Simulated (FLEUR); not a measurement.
# Bi (R-3m) in FLEUR: notebook

One crystal, Bi, is run at these levels: AM05; tasks: band structure, equation of state.

Everything below comes from runs of FLEUR MaX-R8.1 (later development tree). Logs are shortened: lines on timing, memory, paths and dates and some standing lists are left out, and cuts for length are marked.

## 1. The structure

It takes space group R-3m (No. 166, trigonal). The conventional cell has a = 4.535 Å, b = 4.535 Å, c = 11.814 Å, α = 90.00°, β = 90.00°, γ = 120.00°. Bi (site symmetry 3m) is surrounded by 6 Bi at 3.06 to 3.52 Å.

## 2. Band structure, AM05

The input, inp.xml:

```xml
<?xml version="1.0" encoding="UTF-8" standalone="no"?>
<fleurInput fleurInputVersion="0.39">
   <comment>
      Bi                                                                                                  
   </comment>
   <calculationSetup>
      <cutoffs Kmax="4.1" Gmax="12.7" GmaxXC="12.7" numbands="0"/>
      <scfLoop itmax="60" minDistance="0.00001" maxIterBroyd="15" imix="Anderson" alpha="0.05" precondParam="0.0" spinf="2.0" sdNocoIR="T"/>
      <coreElectrons ctail="T" frcor="F" kcrel="0" coretail_lmax="0"/>
      <xcFunctional name="LibXC" relativisticCorrections="F">
         <LibXCName exchange="gga_x_am05" correlation="gga_c_am05"/>
      </xcFunctional>
      <magnetism jspins="1"/>
      <soc l_soc="F" theta="0.0" phi="0.0" spav="F"/>
      <expertModes spex="0" secvar="F"/>
      <geometryOptimization l_f="F" forcealpha="1.0" forcemix="BFGS" epsdisp="0.00001" epsforce="0.00001"/>
      <ldaU l_linMix="F" mixParam="0.05" spinf="1.0"/>
   </calculationSetup>
   <cell>
      <bzIntegration valenceElectrons="42.0" mode="hist" fermiSmearingEnergy="0.00183747">
         <kPointListSelection listName="default-1"/>
         <!-- k-points included here -->
         <xi:include xmlns:xi="http://www.w3.org/2001/XInclude" href="kpts.xml"> </xi:include>
      </bzIntegration>
      <!-- symmetry operations included here -->
      <xi:include xmlns:xi="http://www.w3.org/2001/XInclude" href="sym.xml"> </xi:include>
      <bulkLattice scale="1.0">
         <bravaisMatrix>
            <row-1>    4.2849539875304998     2.4739193381895603     7.4417414786747997</row-1>
            <row-2>   -4.2849539875304998     2.4739193381895603     7.4417414786747997</row-2>
            <row-3>    0.0000000000000000    -4.9478386763791207     7.4417414786747997</row-3>
         </bravaisMatrix>
      </bulkLattice>
   </cell>
   <atomSpecies>
      <species name="Bismuth (Bi)" element="Bi" atomicNumber="83">
         <mtSphere radius="2.66" gridPoints="879" logIncrement="0.015"/>
         <atomicCutoffs lmax="11" lnonsphr="8"/>
         <electronConfig flipSpins="F">
            <coreConfig>(1s1/2) (2s1/2) (2p1/2) (2p3/2) (3s1/2) (3p1/2) (3p3/2) (4s1/2) (3d3/2) (3d5/2) (4p1/2) (4p3/2) (5s1/2) (4d3/2) (4d5/2) (4f5/2) (4f7/2)</coreConfig>
            <valenceConfig>(5p1/2) (5p3/2) (6s1/2) (5d3/2) (5d5/2) (6p1/2) (6p3/2)</valenceConfig>
            <stateOccupation state="(6p1/2)" spinUp="0.500000" spinDown="0.500000"/>
            <stateOccupation state="(6p3/2)" spinUp="1.000000" spinDown="1.000000"/>
         </electronConfig>
         <energyParameters s="6" p="6" d="5" f="5"/>
         <lo type="SCLO" l="1" n="5" eDeriv="0"/>
         <lo type="SCLO" l="1" n="5" eDeriv="1"/>
         <lo type="SCLO" l="0" n="6" eDeriv="2"/>
         <lo type="SCLO" l="2" n="5" eDeriv="2"/>
         <lo type="SCLO" l="3" n="5" eDeriv="2"/>
      </species>
   </atomSpecies>
   <atomGroups>
      <atomGroup species="Bismuth (Bi)">
         <relPos label="                   1">-.2340000000 -.2340000000 -.2340000000</relPos>
         <relPos label="                   2">.2340000000 .2340000000 .2340000000</relPos>
         <force calculate="T" relaxXYZ="TTT"/>
      </atomGroup>
   </atomGroups>
   <output dos="F" band="F" slice="F">
      <checks vchk="F" cdinf="F"/>
      <bandDOS minEnergy="-.5*Htr" maxEnergy="0.5*Htr" sigma="0.015" storeEVData="T"/>
      <vacuumDOS vacdos="F" integ="F" star="F" nstars="0" locx1="0.0" locy1="0.0" locx2="0.0" locy2="0.0" nstm="0" tworkf="0.0"/>
      <unfoldingBand unfoldBand="F" supercellX="1" supercellY="1" supercellZ="1"/>
      <plotting iplot="0" polar="F">
         <plot TwoD="T" vec1="  1.0  0.0  0.0" vec2="  0.0  1.0  0.0" vec3="  0.0  0.0  1.0" zero="  0.0  0.0  0.0" file="plot"/>
      </plotting>
      <chargeDensitySlicing numkpt="0" minEigenval="0.0" maxEigenval="0.0" nnne="0" pallst="F"/>
      <specialOutput eonly="F"/>
      <moessbauerParams electricFieldGradient="T" isomerShift="T" coreHyperfine="T" valenceHyperfine="T"/>
      <magneticCircularDichroism mcd="F" energyLo="-10.0" energyUp="0.0"/>
   </output>
  <!-- We include the file relax.xml here to enable relaxations (see documentation) -->
  <xi:include xmlns:xi="http://www.w3.org/2001/XInclude" href="relax.xml"> <xi:fallback/> </xi:include>
</fleurInput>
```

The input, crystal.txt:

```
Bi
&input cartesian=F /
2.2675000000  1.3091417354  3.9380000000
-2.2675000000  1.3091417354  3.9380000000
0.0000000000  -2.6182834708  3.9380000000
1.8897261246
1.0 1.0 1.0

2
83 0.7660000000  0.7660000000  0.7660000000
83 0.2340000000  0.2340000000  0.2340000000

&kpt div1=7 div2=7 div3=7 gamma=T /
```

The input, inp.xml (bands):

```
<?xml version="1.0" encoding="UTF-8" standalone="no"?>
<fleurInput fleurInputVersion="0.39">
   <comment>
      Bi                                                                                                  
   </comment>
   <calculationSetup>
      <cutoffs Kmax="4.1" Gmax="12.7" GmaxXC="12.7" numbands="0"/>
      <scfLoop itmax="60" minDistance="0.00001" maxIterBroyd="15" imix="Anderson" alpha="0.05" precondParam="0.0" spinf="2.0" sdNocoIR="T"/>
      <coreElectrons ctail="T" frcor="F" kcrel="0" coretail_lmax="0"/>
      <xcFunctional name="LibXC" relativisticCorrections="F">
         <LibXCName exchange="gga_x_am05" correlation="gga_c_am05"/>
      </xcFunctional>
      <magnetism jspins="1"/>
      <soc l_soc="F" theta="0.0" phi="0.0" spav="F"/>
      <expertModes spex="0" secvar="F"/>
      <geometryOptimization l_f="F" forcealpha="1.0" forcemix="BFGS" epsdisp="0.00001" epsforce="0.00001"/>
      <ldaU l_linMix="F" mixParam="0.05" spinf="1.0"/>
   </calculationSetup>
   <cell>
      <bzIntegration valenceElectrons="42.0" mode="hist" fermiSmearingEnergy="0.00183747">
         <kPointListSelection listName="path-1"/>
         <!-- k-points included here -->
         <xi:include xmlns:xi="http://www.w3.org/2001/XInclude" href="kpts.xml"> </xi:include>
      </bzIntegration>
      <!-- symmetry operations included here -->
      <xi:include xmlns:xi="http://www.w3.org/2001/XInclude" href="sym.xml"> </xi:include>
      <bulkLattice scale="1.0">
         <bravaisMatrix>
            <row-1>    4.2849539875304998     2.4739193381895603     7.4417414786747997</row-1>
            <row-2>   -4.2849539875304998     2.4739193381895603     7.4417414786747997</row-2>
            <row-3>    0.0000000000000000    -4.9478386763791207     7.4417414786747997</row-3>
         </bravaisMatrix>
      </bulkLattice>
   </cell>
   <atomSpecies>
      <species name="Bismuth (Bi)" element="Bi" atomicNumber="83">
         <mtSphere radius="2.66" gridPoints="879" logIncrement="0.015"/>
         <atomicCutoffs lmax="11" lnonsphr="8"/>
         <electronConfig flipSpins="F">
            <coreConfig>(1s1/2) (2s1/2) (2p1/2) (2p3/2) (3s1/2) (3p1/2) (3p3/2) (4s1/2) (3d3/2) (3d5/2) (4p1/2) (4p3/2) (5s1/2) (4d3/2) (4d5/2) (4f5/2) (4f7/2)</coreConfig>
            <valenceConfig>(5p1/2) (5p3/2) (6s1/2) (5d3/2) (5d5/2) (6p1/2) (6p3/2)</valenceConfig>
            <stateOccupation state="(6p1/2)" spinUp="0.500000" spinDown="0.500000"/>
            <stateOccupation state="(6p3/2)" spinUp="1.000000" spinDown="1.000000"/>
         </electronConfig>
         <energyParameters s="6" p="6" d="5" f="5"/>
         <lo type="SCLO" l="1" n="5" eDeriv="0"/>
         <lo type="SCLO" l="1" n="5" eDeriv="1"/>
         <lo type="SCLO" l="0" n="6" eDeriv="2"/>
         <lo type="SCLO" l="2" n="5" eDeriv="2"/>
         <lo type="SCLO" l="3" n="5" eDeriv="2"/>
      </species>
   </atomSpecies>
   <atomGroups>
      <atomGroup species="Bismuth (Bi)">
         <relPos label="                   1">-.2340000000 -.2340000000 -.2340000000</relPos>
         <relPos label="                   2">.2340000000 .2340000000 .2340000000</relPos>
         <force calculate="T" relaxXYZ="TTT"/>
      </atomGroup>
   </atomGroups>
   <output dos="F" band="T" slice="F">
      <checks vchk="F" cdinf="F"/>
      <bandDOS minEnergy="-.5*Htr" maxEnergy="0.5*Htr" sigma="0.015" storeEVData="T"/>
      <vacuumDOS vacdos="F" integ="F" star="F" nstars="0" locx1="0.0" locy1="0.0" locx2="0.0" locy2="0.0" nstm="0" tworkf="0.0"/>
      <unfoldingBand unfoldBand="F" supercellX="1" supercellY="1" supercellZ="1"/>
      <plotting iplot="0" polar="F">
         <plot TwoD="T" vec1="  1.0  0.0  0.0" vec2="  0.0  1.0  0.0" vec3="  0.0  0.0  1.0" zero="  0.0  0.0  0.0" file="plot"/>
      </plotting>
      <chargeDensitySlicing numkpt="0" minEigenval="0.0" maxEigenval="0.0" nnne="0" pallst="F"/>
      <specialOutput eonly="F"/>
      <moessbauerParams electricFieldGradient="T" isomerShift="T" coreHyperfine="T" valenceHyperfine="T"/>
      <magneticCircularDichroism mcd="F" energyLo="-10.0" energyUp="0.0"/>
   </output>
  <!-- We include the file relax.xml here to enable relaxations (see documentation) -->
  <xi:include xmlns:xi="http://www.w3.org/2001/XInclude" href="relax.xml"> <xi:fallback/> </xi:include>
</fleurInput>
```

Potentials or basis: all-electron, FLAPW.

Run with:

```
$ inpgen -f crystal.txt -profile fastHighL
$ # inp.xml edited to the form shown
$ fleur_MPI
$ fleur_MPI   # second run, on inp.xml (bands)
```

Log:

```text
Welcome to FLEUR        (www.flapw.de)
      MaX-Release 8.1          (www.max-centre.eu)
 func_ids         135         120         135         120
The functional 'Armiento & Mattsson 05' is an exchange functional, it belongs to the 'GGA' family and is defined in the reference(s):
[1] R. Armiento and A. E. Mattsson.,  Phys. Rev. B 72, 085108 (2005)
[2] A. E. Mattsson, R. Armiento, J. Paier, G. Kresse, J. M. Wills, and T. R. Mattsson.,  J. Chem. Phys. 128, 084714 (2008)
The functional 'Armiento & Mattsson 05' is a correlation functional, it belongs to the 'GGA' family and is defined in the reference(s):
[1] R. Armiento and A. E. Mattsson.,  Phys. Rev. B 72, 085108 (2005)
[2] A. E. Mattsson, R. Armiento, J. Paier, G. Kresse, J. M. Wills, and T. R. Mattsson.,  J. Chem. Phys. 128, 084714 (2008)
 Using same functional for VXC and EXC

 ========== k-point set info ==========
 Selected k-point list: default-1
 k-point list type: mesh
 7 x 7 x 7
 Number of k points: 44

 ------------Calculation Setup---------------------------
 Number of MPI-tasks      :            1
 Number of PE/node        :            1
 Number of OMP-threads    :            1
 Most efficient MPI parallelization for:
           1           2           4          11          22          44
 Additional eigenvalue parallelization possible
 Number of basis functions:          638
 Approximate size of matrices (H+S) per k-point:         0.006 GB
 --------------------------------------------------------
 Iteration:     1   Distance:      11.44006321 me/bohr^3
 Iteration:     2   Distance:      10.79136819 me/bohr^3
 Iteration:     3   Distance:       3.31676478 me/bohr^3
 Iteration:     4   Distance:       0.37796102 me/bohr^3
 Iteration:     5   Distance:       0.27781842 me/bohr^3
 Iteration:     6   Distance:       0.05350938 me/bohr^3
 Iteration:     7   Distance:       0.04737496 me/bohr^3
 Iteration:     8   Distance:       0.01138409 me/bohr^3
 Iteration:     9   Distance:       0.00226122 me/bohr^3
 Iteration:    10   Distance:       0.00198863 me/bohr^3
 Iteration:    11   Distance:       0.00021818 me/bohr^3
 Iteration:    12   Distance:       0.00019498 me/bohr^3
 Iteration:    13   Distance:       0.00002279 me/bohr^3
 Iteration:    14   Distance:       0.00001332 me/bohr^3
 Iteration:    15   Distance:       0.00000146 me/bohr^3

 ********************************************************************
 Run finished successfully
 Stop message:
   all done
 ********************************************************************
```

Wall time 93 s (1 thread of Arm Neoverse V1, shared host); peak memory 0.09 GiB.

Results:

- Free energy: -1173903.0796 eV
- Band gap along the path: none (metal or under the smearing width)
- Valence electrons inside the program's atomic spheres: Bi 18.87 (radii Bi 2.66 bohr)

Levels at the corners of the path, in eV from the Fermi level:
| point | band 19 | band 20 | band 21 | band 22 | band 23 | band 24 |
| --- | --- | --- | --- | --- | --- | --- |
| Γ | -1.37 | -1.11 | -1.11 | 2.62 | 3.09 | 3.09 |
| L | -1.23 | -1.08 | -0.17 | -0.16 | 0.64 | 1.14 |
| B1 | -4.00 | -3.91 | -0.31 | 0.89 | 5.09 | 5.11 |
| B | -4.00 | -3.91 | -0.31 | 0.89 | 5.09 | 5.11 |
| Z | -0.84 | -0.50 | -0.50 | 0.79 | 0.79 | 0.83 |
| Γ | -1.37 | -1.11 | -1.11 | 2.62 | 3.09 | 3.09 |
| X | -4.30 | -2.40 | -2.36 | 3.10 | 3.21 | 4.80 |
| Q | -4.30 | -2.40 | -2.36 | 3.10 | 3.21 | 4.80 |
| F | -4.61 | -2.92 | -2.81 | 2.44 | 5.08 | 5.55 |
| P1 | -4.36 | -2.36 | -2.29 | 2.87 | 3.63 | 4.71 |
| Z | -0.84 | -0.50 | -0.50 | 0.79 | 0.79 | 0.83 |
| L | -1.23 | -1.08 | -0.17 | -0.16 | 0.64 | 1.14 |
| P | -4.36 | -2.36 | -2.29 | 2.87 | 3.63 | 4.71 |

Core levels (eV from the Fermi level):
```
atom                                                                                                                                                                                                                                                     levels
1 Bi  1s1/2 -90453.9, 2s1/2 -16235.9, 2p1/2 -15599.6, 2p3/2 -13282.1, 3s1/2 -3915.2, 3p1/2 -3627.9, 3p3/2 -3109.1, 4s1/2 -894.8, 3d3/2 -2638.3, 3d5/2 -2528.2, 4p1/2 -770.0, 4p3/2 -641.9, 5s1/2 -153.1, 4d3/2 -438.9, 4d5/2 -415.0, 4f5/2 -151.3, 4f7/2 -145.8
2 Bi  1s1/2 -90453.9, 2s1/2 -16235.9, 2p1/2 -15599.6, 2p3/2 -13282.1, 3s1/2 -3915.2, 3p1/2 -3627.9, 3p3/2 -3109.1, 4s1/2 -894.8, 3d3/2 -2638.3, 3d5/2 -2528.2, 4p1/2 -770.0, 4p3/2 -641.9, 5s1/2 -153.1, 4d3/2 -438.9, 4d5/2 -415.0, 4f5/2 -151.3, 4f7/2 -145.8
```

Caveat: spin-orbit coupling is left out, which moves the levels of the heavy elements.

(Continued in part 2 of 2.)
